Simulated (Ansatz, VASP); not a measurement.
Two plane-wave programs on Li

INCAR

```
PREC = Accurate
ENCUT = 520
EDIFF = 1E-7
ISMEAR = -1
SIGMA = 0.05
LREAL = F
LASPH = T
NELM = 60
ALGO = Normal
ISIF = 2
LWAVE = F
LCHARG = F
GGA = RE
IVDW = 12
NBANDS = 8
```

Contents of KPOINTS:

```
Automatic mesh
0
Gamma
  11 11 11
```

File POSCAR:

```
Li
1.0
   -1.7546500000      1.7546500000      1.7546500000
    1.7546500000     -1.7546500000      1.7546500000
    1.7546500000      1.7546500000     -1.7546500000
Li
1
Direct
    0.0000000000      0.0000000000      0.0000000000
```

Contents of input.yaml:

```yaml
crystal:
  lattice:
    - [-1.75465, 1.75465, 1.75465]
    - [1.75465, -1.75465, 1.75465]
    - [1.75465, 1.75465, -1.75465]
  atoms:
    - { symbol: Li, position: [0.0, 0.0, 0.0] }
hamiltonian:
  xc: revpbe
  pseudopotentials: { kind: paw }
  dispersion: d3bj
kpoints:
  mp_grid: { grid: [11, 11, 11] }
scf:
  occupations: { method: fermi_dirac, width: 0.05 }
output:
  forces: true
  stress: true
  eigenvalues: true
```

Alike in both runs: task single point; functional revPBE; dispersion D3(BJ); k mesh 11 × 11 × 11; occupations fermi-dirac, width 0.05 eV; no spin polarisation.

|  | VASP | Ansatz |
| --- | --- | --- |
| version | VASP 6.6.1 | Ansatz 0.2.0 |
| potentials or method | VASP PAW PBE potentials, release 64 (Li_sv) | Ansatz PAW |
| plane-wave cutoff (eV) | 520 | 420 |
| valence electrons in the cell | 3 | 3 |

Ansatz gave:

* gap on the k mesh at the Fermi level (eV): none
* dispersion energy (meV/atom): -309.8

Q: Estimate VASP's values.

A: gap on the k mesh at the Fermi level (eV): none; dispersion energy (meV/atom): -309.7.

A gap of «none» marks a metal or a gap that the smearing closes.
